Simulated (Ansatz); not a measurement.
# MoS2 monolayer (1T): phonons and vibrational spectra

How does MoS2 monolayer (1T) vibrate, and is this structure a minimum?

Main program and level: Ansatz 0.2.0; DFT PBEsol, scalar-relativistic, plane waves, PAW; PAW set soft_1.

This is a report of a sequence of runs, with most program output left out.

**1. Set-up**

The cell holds 3 atoms: 1 Mo and 2 S. Its edges and angles: a = 3.170 Å, b = 3.170 Å, c = 20.000 Å, α = 90.0°, β = 90.0°, γ = 120.0°. It derives from MoS2. Vacuum lies along c.

Structure file:

```cif
data_structure
_symmetry_space_group_name_H-M 'P 1'
_symmetry_Int_Tables_number 1
_cell_length_a 3.1700
_cell_length_b 3.1700
_cell_length_c 20.0000
_cell_angle_alpha 90.000
_cell_angle_beta 90.000
_cell_angle_gamma 120.000
_cell_volume 174.05
loop_
_atom_site_label
_atom_site_type_symbol
_atom_site_fract_x
_atom_site_fract_y
_atom_site_fract_z
_atom_site_occupancy
Mo1 Mo 0.00000 0.00000 0.50000 1
S2 S 0.33333 0.66667 0.57130 1
S3 S 0.66667 0.33333 0.42870 1
```

**2. Coarse relaxation**

A rough relaxation comes first, because large forces or stress need no tight tolerances yet.

The program solves this slab on a cell height of its own, 29.5 Å, in place of the one typed.

The input, input.yaml:

```yaml
crystal:
  lattice:
    - [3.17, 0.0, 0.0]
    - [-1.585, 2.7453, 0.0]
    - [0.0, 0.0, 20.0]
  atoms:
    - { symbol: Mo, position: [0.0, 0.0, 0.5] }
    - { symbol: S, position: [0.333333, 0.666667, 0.5713] }
    - { symbol: S, position: [0.666667, 0.333333, 0.4287] }
  periodic: [true, true, false]
kpoints:
  mp_grid: { grid: [9, 9, 1] }
hamiltonian:
  xc: pbesol
  pseudopotentials: { kind: paw, azcp: { folder: soft_1 }, xc_functional: pbe }
scf:
  occupations: { method: gaussian, width: 0.1 }
output:
  forces: true
  stress: true
  eigenvalues: true
relax:
  adjacent_minimum: "off"
  f_tol: 0.05
  max_steps: 80
  cell: { stress_2d_tol: 0.02 }
```

Command:

```console
$ ansatz run input.yaml --threads 4 --pin off --max-ram 16384MiB --backend cpu --events-out ev --progress --plain --runs-dir out
```

It took 7.6 s on 4 threads of Arm Neoverse V1, shared host; peak memory 0.51 GiB; 27 s of CPU time.

Relaxation path:

| step | energy less that of the first step (eV) | largest force component (eV/Å) | volume (Å³) |
| --- | --- | --- | --- |
| 1 | 0.0000 | 2.6057 | 256.76 |
| 2 | -0.3754 | 0.2210 | 250.66 |
| 3 | -0.3797 | 0.0364 | 248.96 |
| 4 | -0.3799 | 0.0030 | 248.20 |
| 5* | -0.3796 | 0.0032 | 248.20 |

Relaxation steps marked * repeat the geometry before them on a plane-wave basis chosen anew for their cell, so energy and pressure can jump there.

The run keeps the 12 symmetry operations that it works with, so distortions that break them were not tested.

| cell as run | before | after | change |
| --- | --- | --- | --- |
| a (Å) | 3.170 | 3.117 | -1.7 % |
| b (Å) | 3.170 | 3.117 | -1.7 % |

The atoms that moved most (Å, along periodic axes as changes of fractional coordinates times the final cell, across vacuum about the mean position):

| atom | dx | dy | dz | length |
| --- | --- | --- | --- | --- |
| S3 | 0.000 | 0.000 | -0.176 | 0.176 |
| S2 | 0.000 | 0.000 | 0.176 | 0.176 |

Final coordinates:

```xyz
3
Lattice="3.1167 0.0000 0.0000 -1.5583 2.6991 0.0000 0.0000 0.0000 29.5040" Properties=species:S:1:pos:R:3
Mo    0.0000    0.0000   10.0000
S     0.0000    1.7994   11.6019
S     1.5583    0.8997    8.3981
```

Numbers from this step:

```yaml
gap_on_the_k_mesh: 0 eV
area_per_atom: 2.804 Å²
```

The relaxation ends with a largest force component of 0.0032 eV/Å.

**3. Relaxation**

The cell and atoms are relaxed, since residual forces and stress would shift the frequencies.

input.yaml, the sections that differ from step 2:

```yaml
crystal:
  lattice:
    - [3.1166834278, 0.0, 0.0]
    - [-1.5583417139, 2.6991270241, 0.0]
    - [0.0, 0.0, 29.504]
  atoms:
    - { symbol: Mo, position: [0.0, 0.0, 0.3389370933] }
    - { symbol: S, position: [0.3333333333, 0.6666666667, 0.3932328857] }
    - { symbol: S, position: [0.6666666667, 0.3333333333, 0.2846413009] }
  periodic: [true, true, false]
kpoints:
  mp_grid: { grid: [15, 15, 1] }
relax:
  adjacent_minimum: "off"
  f_tol: 0.005
  max_steps: 80
  cell: { stress_2d_tol: 0.02 }
# hamiltonian, scf, output: as in step 2
```

Wall time 11 s (4 threads); peak memory 0.57 GiB.

Step by step:

| step | energy less that of the first step (eV) | largest force component (eV/Å) | volume (Å³) |
| --- | --- | --- | --- |
| 1 | 0.0000 | 0.0300 | 248.20 |
| 2 | -0.0002 | 0.0031 | 247.72 |
| 3 | -0.0002 | 0.0012 | 247.48 |
| 4* | -0.0002 | 0.0011 | 247.48 |

Relaxation steps marked * repeat the geometry before them on a plane-wave basis chosen anew for their cell, so energy and pressure can jump there.

The run keeps the 12 symmetry operations that it works with, so distortions that break them were not tested.

| cell as run | before | after | change |
| --- | --- | --- | --- |
| a (Å) | 3.117 | 3.112 | -0.1 % |
| b (Å) | 3.117 | 3.112 | -0.1 % |

Final coordinates:

```cif
data_structure
_symmetry_space_group_name_H-M 'P 1'
_symmetry_Int_Tables_number 1
_cell_length_a 3.1122
_cell_length_b 3.1122
_cell_length_c 29.5040
_cell_angle_alpha 90.000
_cell_angle_beta 90.000
_cell_angle_gamma 120.000
_cell_volume 247.48
loop_
_atom_site_label
_atom_site_type_symbol
_atom_site_fract_x
_atom_site_fract_y
_atom_site_fract_z
_atom_site_occupancy
Mo1 Mo 0.00000 0.00000 0.33894 1
S2 S 0.33333 0.66667 0.39339 1
S3 S 0.66667 0.33333 0.28449 1
```

Numbers from this step:

```yaml
area_per_atom: 2.796 Å²
```

The cell shrank by 0.1 % in its periodic edges.

**4. Tight relaxation**

Phonons need a cell at rest on their own settings, so the relaxation is repeated with tight tolerances on forces and stress, using the mesh and the filling of the phonon run that follows.

The input, input.yaml:

```yaml
crystal:
  lattice:
    - [3.1121759947, 0.0, 0.0]
    - [-1.5560879974, 2.6952234725, 0.0]
    - [0.0, 0.0, 29.504]
  atoms:
    - { symbol: Mo, position: [0.0, 0.0, 0.3389370933] }
    - { symbol: S, position: [0.3333333333, 0.6666666667, 0.3933877046] }
    - { symbol: S, position: [0.6666666667, 0.3333333333, 0.284486482] }
  periodic: [true, true, false]
kpoints:
  mp_grid: { grid: [18, 18, 1] }
hamiltonian:
  xc: pbesol
  pseudopotentials: { kind: paw, azcp: { folder: soft_1 }, xc_functional: pbe }
scf:
  occupations: { method: methfessel_paxton, width: 0.2 }
output:
  forces: true
  stress: true
  eigenvalues: true
  write_density: true
  write_potential: true
  elf: true
  volumetric_format: npy
relax:
  adjacent_minimum: "off"
  f_tol: 0.001
  max_steps: 60
  cell: { stress_2d_tol: 0.002 }
```

Elapsed: 15 s, on 4 threads; peak memory 0.61 GiB.

Little changed from the start: no atom moved by 0.005 Å and no cell edge by 0.1 %.

Numbers from this step:

```yaml
area_per_atom: 2.797 Å²
```

ELF in the ac plane at fractional y = 0.333, with atoms of S within 0.2 Å of it. It is the smooth field of the valence electrons, not physical close to the nuclei.

Ten even steps from '_' (0.00) to '@' (0.84), each cell a mean:
```
________________________________
________________________________
________________________________
________________________________
________________________________
________________________________
________________________________
________________________________
________________________________
________________________________
________________________________
________________________________
________________________________
==++****++==--..____________..::
##%%@@@@@@%%**==::..______..--**
------------::::::::::::::::::::
++--::::--==**####**++++**####**
##==....::**@@@@@@##****##@@@@@@
..________..--==**########**++--
________________________________
________________________________
________________________________
________________________________
________________________________
```
Columns run along a (3.1 Å), rows up along c (29.5 Å). Atoms in or near the plane, at fractional coordinates: S at (0.67, 0.28).

Valence density in the ac plane at fractional y = 0.333, with atoms of S within 0.2 Å of it. It is the smooth field of the valence electrons, not physical close to the nuclei.

Ten even steps from '_' (0.00 × 1e-1 e/Å³) to '@' (8.41 × 1e-1 e/Å³), each cell a mean:
```
________________________________
________________________________
________________________________
________________________________
________________________________
________________________________
________________________________
________________________________
________________________________
________________________________
________________________________
________________________________
________________________________
__..........____________________
==**####**++==::......__....::--
++##@@@@%%**==--::::::..::::--==
++==========++##@@@@%%%%@@@@%%**
--........::==##@@@@%%%%@@@@%%++
________________________________
________________________________
________________________________
________________________________
________________________________
________________________________
```
Columns run along a (3.1 Å), rows up along c (29.5 Å). Atoms in or near the plane, at fractional coordinates: S at (0.67, 0.28).

Electrostatic potential energy in the ac plane at fractional y = 0.333, with atoms of S within 0.2 Å of it. With pseudopotentials it is smooth inside the atoms' cores, unlike the true potential.

Values in eV, 24 rows by 16 columns, each cell a mean:
```
  0   0   0   0   0   0   0   0   0   0   0   0   0   0   0   0
  0   0   0   0   0   0   0   0   0   0   0   0   0   0   0   0
  0   0   0   0   0   0   0   0   0   0   0   0   0   0   0   0
  0   0   0   0   0   0   0   0   0   0   0   0   0   0   0   0
  0   0   0   0   0   0   0   0   0   0   0   0   0   0   0   0
  0   0   0   0   0   0   0   0   0   0   0   0   0   0   0   0
  0   0   0   0   0   0   0   0   0   0   0   0   0   0   0   0
  0   0   0   0   0   0   0   0   0   0   0   0   0   0   0   0
  0   0   0   0   0   0   0   0   0   0   0   0   0   0   0   0
  0   0   0   0   0   0   0   0   0   0   0   0   0   0   0   0
  0   0   0   0   0   0   0   0   0   0   0   0   0   0   0   0
  0   0   0   0   0   0   0   0   0   0   0   0   0   0   0   0
  0   0   0   0   0   0   0   0   0   0   0   0   0   0   0   0
 -2  -2  -2  -2  -2  -2  -1  -1  -1  -1  -1  -1  -1  -1  -1  -1
 -8 -10 -13 -13 -12  -9  -6  -4  -3  -2  -2  -2  -2  -3  -4  -5
-14 -17 -18 -18 -17 -15 -11  -8  -6  -4  -4  -4  -4  -5  -7 -10
-10 -10 -10 -10 -10  -9 -11 -13 -15 -16 -16 -16 -16 -15 -14 -12
 -5  -3  -2  -2  -3  -4  -9 -14 -16 -17 -18 -18 -18 -17 -15 -11
  0   0   0   0   0   0   0  -1  -1  -1  -1  -1  -1  -1  -1   0
  0   0   0   0   0   0   0   0   0   0   0   0   0   0   0   0
  0   0   0   0   0   0   0   0   0   0   0   0   0   0   0   0
  0   0   0   0   0   0   0   0   0   0   0   0   0   0   0   0
  0   0   0   0   0   0   0   0   0   0   0   0   0   0   0   0
  0   0   0   0   0   0   0   0   0   0   0   0   0   0   0   0
```
Columns run along a (3.1 Å; values clipped at the 3rd and 97th percentile), rows up along c (29.5 Å). Atoms in or near the plane, at fractional coordinates: S at (0.67, 0.28).

The largest force component left is 0.13 meV/Å, within the tolerances set.

**5. Modes at Γ**

The zone centre comes first: it holds the modes that light can see, as far as symmetry allows. No field response is asked, since the mesh shows no gap.

input.yaml, the sections that differ from step 4:

```yaml
crystal:
  lattice:
    - [3.1127453568, 0.0, 0.0]
    - [-1.5563726784, 2.6957165545, 0.0]
    - [0.0, 0.0, 29.504]
  atoms:
    - { symbol: Mo, position: [0.0, 0.0, 0.3389370933] }
    - { symbol: S, position: [0.3333333333, 0.6666666667, 0.3933579843] }
    - { symbol: S, position: [0.6666666667, 0.3333333333, 0.2845162023] }
  periodic: [true, true, false]
output:
  eigenvalues: true
phonons:
  method: dfpt
# kpoints, hamiltonian, scf: as in step 4
# relax: removed
```

The job ended after 98 s (4 threads; peak memory 1.5 GiB).

Numbers from this step:

```
sum-rule residual before enforcement                    : 1.25e-5 eV/Å²
point group                                             : -3m
highest optical mode at the zone centre (no LO-TO term) : 402.0 cm⁻¹
lowest optical zone-centre mode                         : 240.2 cm⁻¹
```

Patterns of degenerate modes are one choice out of their space. The modes at Γ (shares of kinetic energy by element, %):

| mode | frequency (cm⁻¹) | symmetry | Mo % | S % |
| --- | --- | --- | --- | --- |
| 1 | 0.0 | acoustic | 60 | 40 |
| 2 | 0.0 | acoustic | 60 | 40 |
| 3 | 0.0 | acoustic | 60 | 40 |
| 4 | 240.2 | Eu | 40 | 60 |
| 5 | 240.2 | Eu | 40 | 60 |
| 6 | 265.6 | Eg | 0 | 100 |
| 7 | 265.6 | Eg | 0 | 100 |
| 8 | 364.1 | A1g | 0 | 100 |
| 9 | 402.0 | A2u | 40 | 60 |

Displacements in mode 5 (240.2 cm⁻¹), the largest set to 1:
```
Mo1  0.00  0.67  0.00
S2   0.00 -1.00  0.00
S3   0.00 -1.00  0.00
```

Displacements in mode 7 (265.6 cm⁻¹), the largest set to 1:
```
Mo1  0.00  0.00  0.00
S2  -0.13  1.00  0.00
S3   0.13 -1.00  0.00
```

Before it was imposed, the acoustic sum rule was missed by 1.2e-5 eV/Å². Small misses are needed for a sound result but don't prove that mesh and cutoff are converged. The lowest optical mode is real, 240 cm⁻¹.

**6. Response at finite wavevector**

Stability and thermal properties need the whole zone. Linear response on a 6×6×1 q mesh gives force constants as far as a supercell of that size would.

Edit input.yaml of step 5 so:

```diff
@@ -21 +21,10 @@
   method: dfpt
+  qmesh: [6, 6, 1]
+  temperatures: { t_max: 1000, t_step: 50 }
+  qpath:
+    path:
+      - [0.0, 0.0, 0.0]
+      - [0.5, 0.0, 0.0]
+      - [0.33333333, 0.33333333, 0.0]
+      - [0.0, 0.0, 0.0]
+    npoints: 10
```

Wall time 23 min (4 threads); peak memory 2.9 GiB; 1.5 h of CPU time.

Numbers from this step:

| Item | Value |
| --- | --- |
| sum-rule residual before enforcement | 1.45e-5 eV/Å² |
| lowest frequency on the path | -288.9 cm⁻¹ |
| highest frequency on the path or at a solved wavevector | 402.2 cm⁻¹ |
| lowest mode on the q mesh (acoustic modes at Γ apart) | -288.9 cm⁻¹ |

Frequencies (cm⁻¹) solved at each irreducible wavevector; negative means imaginary. Frequencies by wavevector, by row:

| q in reciprocal lattice units | star | mode 1 | mode 2 | mode 3 | mode 4 | mode 5 | mode 6 | mode 7 | mode 8 | mode 9 |
| --- | --- | --- | --- | --- | --- | --- | --- | --- | --- | --- |
| 0 0 0 | 1 | 0 | 0 | 0 | 240.2 | 240.2 | 265.6 | 265.6 | 364.1 | 402 |
| 0 0.1667 0 | 6 | 43.5 | 82.8 | 111.7 | 245.4 | 278.6 | 283.3 | 301.8 | 365.1 | 397 |
| 0 0.3333 0 | 6 | 53.1 | 118 | 121.4 | 264.7 | 288.2 | 312.6 | 323.6 | 353.9 | 378.4 |
| 0 -0.5 0 | 3 | -288.9 | 67.7 | 153.4 | 272.7 | 285.9 | 318.1 | 328.9 | 343.7 | 371.1 |
| 0.1667 0.1667 0 | 6 | 95.2 | 119.2 | 127.5 | 250.1 | 277.9 | 307.6 | 317.6 | 362.4 | 367.3 |
| 0.1667 0.3333 0 | 12 | -203.1 | 86 | 142.5 | 270.2 | 294.1 | 319.8 | 334.2 | 339.7 | 359.4 |
| 0.3333 0.3333 0 | 2 | -162.5 | -162.5 | 146.6 | 298.7 | 298.7 | 320.2 | 327.9 | 336.8 | 336.8 |

Interpolated from a 6×6×1 q mesh. Phonon branches along the path, in cm⁻¹:

| point | branch 1 | branch 2 | branch 3 | branch 4 | branch 5 | branch 6 | branch 7 | branch 8 | branch 9 |
| --- | --- | --- | --- | --- | --- | --- | --- | --- | --- |
| Γ | 0 | 0 | 0 | 240 | 240 | 266 | 266 | 364 | 402 |
| halfway | 83 | 113 | 150 | 253 | 288 | 299 | 316 | 362 | 386 |
| M | -289 | 68 | 153 | 273 | 286 | 318 | 329 | 344 | 371 |
| halfway | -242 | 35 | 150 | 273 | 296 | 322 | 333 | 341 | 357 |
| K | -162 | -162 | 147 | 299 | 299 | 320 | 328 | 337 | 337 |
| halfway | 95 | 119 | 128 | 250 | 278 | 308 | 318 | 362 | 367 |
| Γ | 0 | 0 | 0 | 240 | 240 | 266 | 266 | 364 | 402 |

Tetrahedra on a 24×24×1 mesh, mean over bins of 10 cm-1. Interpolated from a 6×6×1 q mesh. The phonon density of states by wavenumber; read off at these points:

| wavenumber (cm⁻¹) | phonon density of states (1/cm⁻¹/cell) |
| --- | --- |
| -285 | 0.0014 |
| -255 | 0.00263 |
| -215 | 0.00405 |
| -185 | 0.00395 |
| -155 | 0.002 |
| -125 | 0.00183 |
| -85 | 0.00162 |
| -55 | 0.00118 |
| -25 | 0.0011 |
| 15 | 0.00373 |
| 45 | 0.00695 |
| 75 | 0.0149 |
| 105 | 0.0168 |
| 145 | 0.0364 |
| 175 | 0 |
| 205 | 0 |
| 245 | 0.0236 |
| 275 | 0.0427 |
| 285 | 0.0604 |
| 305 | 0.0262 |
| 315 | 0.0683 |
| 335 | 0.0562 |
| 365 | 0.0554 |
| 375 | 0.0260 |
| 405 | 0.00603 |

The partial phonon density of states has structure finer than the step of the table below, so its rows give means over 25 cm⁻¹, whole bins alone (the curve runs from -294 to 424 cm⁻¹). Peaks (cm⁻¹: height): Mo -208.2: 0.00651, 67.4: 0.0140, 112.6: 0.0206, 144.2: 0.0227, 248.1: 0.00735, 315.8: 0.00948, 370.1: 0.00535; S 144.2: 0.00958, 288.7: 0.0554, 320.4: 0.0565, 361.0: 0.0443.

Phonopy on the run's constants, 21x21x1 mesh, Gaussian sigma 5.1 cm-1. Interpolated from a 6×6×1 q mesh. Table of partial phonon density of states by wavenumber; means over each step; values in 1/cm⁻¹/cell:

| wavenumber (cm⁻¹) | Mo | S |
| --- | --- | --- |
| -275 | 0.00208 | 2.2e-4 |
| -250 | 0.00217 | 2.3e-4 |
| -225 | 0.00301 | 3.1e-4 |
| -200 | 0.00546 | 5.6e-4 |
| -175 | 0.00247 | 2.8e-4 |
| -150 | 0.00157 | 1.9e-4 |
| -125 | 0.00198 | 2.2e-4 |
| -100 | 0.00206 | 2.8e-4 |
| -75 | 0.00121 | 9.0e-5 |
| -50 | 6.5e-4 | 4.8e-5 |
| -25 | 0.00152 | 2.2e-4 |
| 0 | 0.00126 | 6.2e-4 |
| 25 | 0.00198 | 0.00139 |
| 50 | 0.00507 | 0.00246 |
| 75 | 0.0110 | 0.00418 |
| 100 | 0.0141 | 0.00560 |
| 125 | 0.0183 | 0.00732 |
| 150 | 0.0137 | 0.00578 |
| 175 | 7.3e-5 | 3.0e-5 |
| 200 | 0 | 0 |
| 225 | 3.3e-4 | 6.0e-4 |
| 250 | 0.00568 | 0.0155 |
| 275 | 0.00430 | 0.0385 |
| 300 | 0.00356 | 0.0388 |
| 325 | 0.00540 | 0.0501 |
| 350 | 0.00350 | 0.0380 |
| 375 | 0.00464 | 0.0239 |
| 400 | 0.00262 | 0.00462 |

Symmetry leaves 7 wavevectors to solve. The lowest mode among them, the acoustic zeros apart, lies at q = (0, -0.5, 0) and is imaginary, 288.9i cm⁻¹, so the energy falls along it.

**7. Another isotope, element Mo, natural mass 95.95 amu**

An isotope changes the mass and not the force constants, so no new electronic calculation is needed; the shifts show which modes move this element.

The same force constants with the mass of Mo changed from 95.950 to 99.907 u (phonopy, no LO-TO term). Both lists are sorted by frequency; levels can cross, so a row need not hold one and the same mode. Modes under 3 cm⁻¹ are left out. Isotope shifts, by row:

| q | rank | natural mass (cm⁻¹) | changed mass (cm⁻¹) |
| --- | --- | --- | --- |
| 0 0 0 | 4 | 240.2 | 238.3 |
| 0 0 0 | 5 | 240.2 | 238.3 |
| 0 0 0 | 6 | 265.6 | 265.6 |
| 0 0 0 | 7 | 265.6 | 265.6 |
| 0 0 0 | 8 | 364.1 | 364.1 |
| 0 0 0 | 9 | 402 | 398.8 |
| 0 0.1667 0 | 1 | 43.48 | 42.97 |
| 0 0.1667 0 | 2 | 82.75 | 81.74 |
| 0 0.1667 0 | 3 | 111.7 | 110.1 |
| 0 0.1667 0 | 4 | 245.4 | 243.7 |
| 0 0.1667 0 | 5 | 278.6 | 277.3 |
| 0 0.1667 0 | 6 | 283.3 | 282.9 |
| 0 0.1667 0 | 7 | 301.8 | 300.9 |
| 0 0.1667 0 | 8 | 365.1 | 365 |
| 0 0.1667 0 | 9 | 397 | 394.1 |
| 0 0.3333 0 | 1 | 53.11 | 52.2 |
| 0 0.3333 0 | 2 | 118 | 116.5 |
| 0 0.3333 0 | 3 | 121.4 | 119.7 |
| 0 0.3333 0 | 4 | 264.7 | 263.2 |
| 0 0.3333 0 | 5 | 288.2 | 288.1 |
| 0 0.3333 0 | 6 | 312.6 | 311.7 |
| 0 0.3333 0 | 7 | 323.6 | 323.2 |
| 0 0.3333 0 | 8 | 353.9 | 353.3 |
| 0 0.3333 0 | 9 | 378.4 | 376.7 |
| 0 -0.5 0 | 1 | -288.9 | -283.7 |
| 0 -0.5 0 | 2 | 67.72 | 66.64 |
| 0 -0.5 0 | 3 | 153.4 | 151.2 |
| 0 -0.5 0 | 4 | 272.7 | 271.6 |
| 0 -0.5 0 | 5 | 285.9 | 285.9 |
| 0 -0.5 0 | 6 | 318.1 | 316.7 |
| 0 -0.5 0 | 7 | 328.9 | 328.9 |
| 0 -0.5 0 | 8 | 343.7 | 343.7 |
| 0 -0.5 0 | 9 | 371.1 | 369.9 |

A mode of this element alone would shift by -2.00 %. The highest zone-centre frequency without the field goes from 402.0 to 398.8 cm⁻¹ (-0.8 %). The product of the frequency ratios over all optical modes at Γ is 0.976; the product rule, (m/m′)^(3k/2) (M′/M)^(3/2) with k = 1 such atoms and M the mass of the cell, gives 0.976.

**8. Another isotope, element S, natural mass 32.06 amu**

The same for S, from 32.06 to 33.97 u.

A mode of this element alone would shift by -2.85 %. The highest zone-centre frequency without the field goes from 402.0 to 395.2 cm⁻¹ (-1.7 %). The product of the frequency ratios over all optical modes at Γ is 0.871; the product rule, (m/m′)^(3k/2) (M′/M)^(3/2) with k = 2 such atoms and M the mass of the cell, gives 0.871.

**9. What came out**

```
space group after relaxation (within 0.01 Å)            : P-3m1
area per atom                                           : 2.80 Å²
electronic character                                    : no gap on this mesh
highest optical mode at the zone centre (no LO-TO term) : 402 cm⁻¹
lowest optical zone-centre mode                         : 240 cm⁻¹
lowest mode on the q mesh (acoustic modes at Γ apart)   : -289 cm⁻¹
highest frequency on the path or at a solved wavevector : 402 cm⁻¹
imaginary modes on the 6×6×1 q mesh                     : yes
```

Modes are clearly imaginary (beyond 10i cm⁻¹) at 3 of the 7 irreducible wavevectors, most at q = (0, -0.5, 0) (288.9i cm⁻¹), so this structure is not a minimum of the energy. The optical modes at Γ span 240 to 402 cm⁻¹. With no gap, or one that is small against the smearing, the frequencies hang on the k mesh and the smearing, most of all near Kohn anomalies. In a sheet or slab the interpolated bending branch near Γ is rough, since the rotational sum rule isn't imposed. A semilocal functional can close a gap that the real compound would have, so the metallic treatment may be an artefact of the level. The PAW files were made for PBE and serve the other functionals too. The starting cell was built on a prototype and not taken from a measurement. These are harmonic frequencies at zero temperature: anharmonic shifts, linewidths and thermal expansion are left out.

[Logs are printed without paths, hosts, clocks, repeated set-up lines and the standing remarks that a program may print on its own settings, such as how far it seeks lower states.]

[Hosts, paths, dates, database ids (printed as entryN), source tags and the programs' standing remarks are cut or masked in the printed files.]
